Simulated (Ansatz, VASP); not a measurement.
## Ge in VASP and in Ansatz

```xyz
2
Lattice="1.4881 -2.5947 0.0000 1.4881 2.5947 0.0000 0.0000 0.0000 4.7276" Properties=species:S:1:pos:R:3 pbc="T T T"
Ge    1.4959   -0.9534    1.1718
Ge    1.4881    0.8643    3.5457
```

Change from the starting cell: one atom moved.

Alike in both runs: task single point; functional PBEsol; k mesh 14 × 14 × 8; occupations gaussian, width 0.1 eV; no spin polarisation.

```csv
,VASP,Ansatz
version,VASP 6.6.1,Ansatz 0.2.0
potentials or method,"VASP PAW PBE potentials, release 64 (Ge_d)","scalar-relativistic, plane waves, PAW"
plane-wave cutoff (eV),520,420
valence electrons in the cell,28,28
```

```tsv
	VASP	Ansatz	Ansatz less VASP
gap on the k mesh at the Fermi level (eV)	none	none	-
pressure (GPa)	0.6	0.6	-0.06
largest component of the traceless stress (GPa)	1.39	1.39	+0.004
rms of the force components (eV/Å)	0.016	0.016	-0.0003
```

Atom by atom the forces differ by 0.000 eV/Å (rms over components). A gap of «none» marks a metal or a gap that the smearing closes. The functional is the same, so the differences come from potentials, cutoffs and numerics.

Caveats: the PAW data sets were made with another functional, which shifts forces and pressure a little (VASP).
